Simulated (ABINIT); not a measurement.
Here is an ABINIT 10.8.3 (patched build) calculation.

Contents of run.abi:

```
# Datasets: ground state, then fixed potential
ndtset 2

# Pseudopotentials
pp_dirpath "./"
pseudos "Cs.GGA_PBE-JTH.xml, Sn.GGA_PBE-JTH.xml, Br.GGA_PBE-JTH.xml"

# Structure
acell 3*1.0 Angstrom
rprim
     5.8390056100     0.0000000000     0.0000000000
     0.0000000000     5.8390056100     0.0000000000
     0.0000000000     0.0000000000     5.8390056100
ntypat 3
znucl 55 50 35
natom 5
typat 1 2 3 3 3
xred
     0.0000000000     0.0000000000     0.0000000000
     0.5000000000     0.5000000000     0.5000000000
     0.0000000000     0.5000000000     0.5000000000
     0.5000000000     0.5000000000     0.0000000000
     0.5000000000     0.0000000000     0.5000000000

# Plane-wave basis
ecut 22.0
pawecutdg 44.0

# Exchange and correlation
ixc 23

# Bands and occupations
occopt 3
tsmear 0.00183747

# SCF cycle
nstep 100

# Output
iomode 3
prtwf 0
prteig 0
prtebands 0
prtden1 1
prtvha1 1
prtvclmb1 1
prtpot1 1

# Dataset 1
kptopt1 1
ngkpt1 5 5 5
nshiftk1 1
shiftk1 0.0 0.0 0.0
nband1 27
tolvrs1 1.0e-9

# Dataset 2: bands along G-X-M-G-R-X
iscf2 -2
getden2 1
nband2 33
nbdbuf2 4
tolwfr2 1.0e-11
kptopt2 -5
ndivsm2 5
prteig2 1
prtvol2 -3
kptbounds2
     0.0000000000     0.0000000000     0.0000000000
     0.0000000000     0.5000000000     0.0000000000
     0.5000000000     0.5000000000     0.0000000000
     0.0000000000     0.0000000000     0.0000000000
     0.5000000000     0.5000000000     0.5000000000
     0.0000000000     0.5000000000     0.0000000000
```

Potentials or basis: JTH PAW PBE v2.0.

Command:

```console
$ abinit run.abi > log 2>&1
```

Task: Estimate the band gap along the path.

Result: 0.43 eV, direct.

Task: Predict the pressure.

Result: -0.9 GPa.

Levels at the corners of the path, in eV from the valence-band top:
| point | band 18 | band 19 | band 20 | band 21 | band 22 | band 23 | band 24 | band 25 | band 26 | band 27 |
| --- | --- | --- | --- | --- | --- | --- | --- | --- | --- | --- |
| Γ | -2.96 | -2.96 | -2.83 | -2.83 | -2.83 | 2.24 | 3.34 | 3.34 | 3.92 | 3.92 |
| X | -3.14 | -3.10 | -2.95 | -2.95 | -1.98 | 1.45 | 3.72 | 4.31 | 4.31 | 4.31 |
| M | -3.27 | -3.23 | -3.23 | -2.48 | -0.97 | 0.98 | 0.98 | 3.88 | 4.41 | 4.86 |
| Γ | -2.96 | -2.96 | -2.83 | -2.83 | -2.83 | 2.24 | 3.34 | 3.34 | 3.92 | 3.92 |
| R | -3.26 | -2.46 | -2.46 | -2.46 | 0.00 | 0.43 | 0.43 | 0.43 | 3.73 | 4.37 |
| X | -3.14 | -3.10 | -2.95 | -2.95 | -1.98 | 1.45 | 3.72 | 4.31 | 4.31 | 4.31 |

Caveat: the PAW data sets were made with another functional, which shifts forces and pressure a little; spin-orbit coupling is left out, which moves the levels of the heavy elements.

**Experimental background.**

From “Influence of hidden halogen mobility on local structure of CsSn(Cl1−xBrx)3 mixed-halide perovskites by solid-state NMR”, 2020, pmc:8179406, for a powder of CsSnBr3 at 300 K: band gap 1.79 eV (optical).

A measured gap of CsSnBr3 is 1.79 eV (optical; 300 K; powder; “Influence of hidden halogen mobility on local structure of CsSn(Cl1−xBrx)3 mixed-halide perovskites by solid-state NMR”, 2020, pmc:8179406); the calculated 0.43 eV misses it by -1.36 eV. So large a miss can be the level of theory's own, or it may mean another phase, state or a wrong row. Spin-orbit coupling on Br, Cs, Sn is left out. The value is that of WC, without temperature or zero-point motion. Semilocal functionals fall short of measured gaps as a rule. The cell is a database's relaxed one, not the measured one, which moves gaps too.
